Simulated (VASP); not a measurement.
# Hg (P6_3/mmc) in VASP: notebook, part 2 of 2

VASP 6.6.1.

## Step 4: Single point, PBE+D3(BJ)

This run uses another cell than the first one, of 25.54 Å³/atom, 0.900 times its volume.

File INCAR:

```
ALGO = Fast
EDIFF = 1E-6
ENCUT = 520
GGA = PE
ISIF = 2
ISMEAR = 0
IVDW = 12
LASPH = True
LCHARG = False
LREAL = False
LWAVE = False
NBANDS = 32
NELM = 100
PREC = Accurate
SIGMA = 0.15
```

File KPOINTS:

```
k-points
0
Gamma
  18 18 6
```

File POSCAR:

```
Hg
1.0
    3.3374995657      0.0000000000      0.0000000000
   -1.6687497829      2.8903594090      0.0000000000
    0.0000000000      0.0000000000     10.5882697919
Hg
4
Direct
    0.0000000000      0.0000000000      0.0000000000
    0.3333333333      0.6666666667      0.2500000000
    0.0000000000      0.0000000000      0.5000000000
    0.6666666667      0.3333333333      0.7500000000
```

Potentials or basis: VASP PAW PBE potentials, release 64 (Hg).

Started as:

```
> cat potpaw_PBE.64/Hg/POTCAR > POTCAR
> mpirun -np 1 vasp_std > vasp.out
```

OUTCAR:

```text
EDIFF = 1E-6
   ENCUT = 520
   GGA = PE
   ISIF = 2
   ISMEAR = 0
   IVDW = 12
   LASPH = True
   LREAL = False
   NELM = 100
   PREC = Accurate
 IVDW          = 12

 ion  position               nearest neighbor table
   1  0.000  0.000  0.000-   2 3.27   4 3.27   4 3.27   2 3.27   4 3.27   2 3.27
   2  0.333  0.667  0.250-   1 3.27   3 3.27   1 3.27   3 3.27   1 3.27   3 3.27
   3  0.000  0.000  0.500-   2 3.27   4 3.27   4 3.27   2 3.27   4 3.27   2 3.27
   4  0.667  0.333  0.750-   1 3.27   3 3.27   1 3.27   3 3.27   1 3.27   3 3.27

  LATTYP: Found a hexagonal cell.
 ALAT       =     3.3374995657
 C/A-ratio  =     3.1725157063

  Lattice vectors:

 A1 = (   3.3374995657,   0.0000000000,   0.0000000000)
 A2 = (  -1.6687497829,   2.8903594090,   0.0000000000)
 A3 = (   0.0000000000,   0.0000000000,  10.5882697919)

Analysis of symmetry for initial positions (statically):
=====================================================================
 Subroutine PRICEL returns:
 Original cell was already a primitive cell.

 Routine SETGRP: Setting up the symmetry group for a
 hexagonal supercell.

[... 175 lines left out ...]
 E-fermi :   1.9056     XC(G=0): -10.4254

 val. band max:        1.9015774386   @ k =   0.2778   0.1667   0.1667
 cond. band min:       1.9058018495   @ k =   0.4444   0.1111   0.1667
 fundamental gap:      0.0042244109
 Fermi energy:         1.9055578155

 k-point     1 :       0.0000    0.0000    0.0000
  band No.  band energies     occupation
      1      -6.2772      2.00000
      2      -5.4045      2.00000
      3      -5.2803      2.00000
      4      -5.2715      2.00000
      5      -4.6425      2.00000
      6      -4.6425      2.00000
[... 829 lines left out ...]
     31       8.4074      0.00000
     32       8.9679      0.00000

 [... further k-points ...]

------------------------ aborting loop because EDIFF is reached ----------------------------------------

 Edisp (eV)   -1.63974

 E8    (eV) :    -0.7433

  FORCE on cell =-STRESS in cart. coord.  units (eV):
  Direction    XX          YY          ZZ          XY          YZ          ZX
  --------------------------------------------------------------------------------------
  -------------------------------------------------------------------------------------
  Total       0.13540     0.13540     0.03413    -0.00000    -0.00000     0.00000
  in kB       2.12395     2.12395     0.53536    -0.00000    -0.00000     0.00000
  external pressure =        1.59 kB  Pullay stress =        0.00 kB

 VOLUME and BASIS-vectors are now :
 -----------------------------------------------------------------------------
  energy-cutoff  :      520.00
  volume of cell :      102.14
      direct lattice vectors                 reciprocal lattice vectors
     3.337499566  0.000000000  0.000000000     0.299625507  0.172988867  0.000000000
    -1.668749783  2.890359409  0.000000000     0.000000000  0.345977734  0.000000000
     0.000000000  0.000000000 10.588269792     0.000000000  0.000000000  0.094444137

 POSITION                                       TOTAL-FORCE (eV/Angst)
 -----------------------------------------------------------------------------------
      0.00000      0.00000      0.00000        -0.000000      0.000000      0.000000
     -0.00000      1.92691      2.64707         0.000000     -0.000000     -0.000000
      0.00000      0.00000      5.29413        -0.000000      0.000000      0.000000
      1.66875      0.96345      7.94120        -0.000000      0.000000      0.000000
 -----------------------------------------------------------------------------------
    total drift:                                0.000000     -0.000000      0.000000

  FREE ENERGIE OF THE ION-ELECTRON SYSTEM (eV)
  ---------------------------------------------------
  free  energy   TOTEN  =        -2.2157128820 eV

  energy  without entropy=       -2.2039672185  energy(sigma->0) =       -2.20984005
```

Run time: 2.8 min. Hardware: 1 thread of Intel Xeon 6975P-C (Granite Rapids), shared host; peak memory 0.48 GiB.

Results:

- Free energy: -2.2157 eV
- Pressure: 0.2 GPa
- Band gap on the k mesh: none (metal or under the smearing width)
- Dispersion energy per atom: -0.410 eV

Stress tensor (GPa, compression positive):
```
0.21 0.00 0.00
0.00 0.21 0.00
0.00 0.00 0.05
```

Levels at points of the mesh, in eV from the Fermi level:
```csv
k point,band 22,band 23,band 24,band 25,band 26,band 27
"(0.00, 0.00, 0.00)",-5.53,-5.53,-1.22,-0.89,6.96,6.97
"(0.50, 0.00, 0.00)",-2.16,-0.97,-0.69,-0.44,-0.33,2.96
"(0.00, 0.00, 0.50)",-5.63,-4.01,-4.01,2.65,2.65,11.64
"(0.50, 0.00, 0.50)",-2.01,-1.65,-1.65,1.08,1.08,1.62
```

Caveat: pairwise dispersion overbinds metals, which lowers pressure and volume. The run has no spin-orbit coupling, so splittings on Hg are missing.

## Step 5: The runs side by side

```tsv
cell	k mesh	smearing	gap on the mesh (eV)	pressure (GPa)
P6_3/mmc, 28.37 Å³/atom	6 × 6 × 2	gaussian 0.1 eV	none	-1.1
P6_3/mmc, 25.54 Å³/atom	15 × 15 × 4	gaussian 0.1 eV	none	0.2
P6_3/mmc, 25.54 Å³/atom	18 × 18 × 6	gaussian 0.15 eV	none	0.2
```

Alike in all rows: task single point; level PBE+D3(BJ); potentials or basis VASP PAW PBE potentials, release 64 (Hg); no spin polarisation; cutoff (eV) 520.

Every run on the cell as given and a fine mesh finds a metal.

Caveats: pairwise dispersion overbinds metals, which lowers pressure and volume.

Total energies depend on the potentials used, so only differences within one code and one set of settings carry meaning.
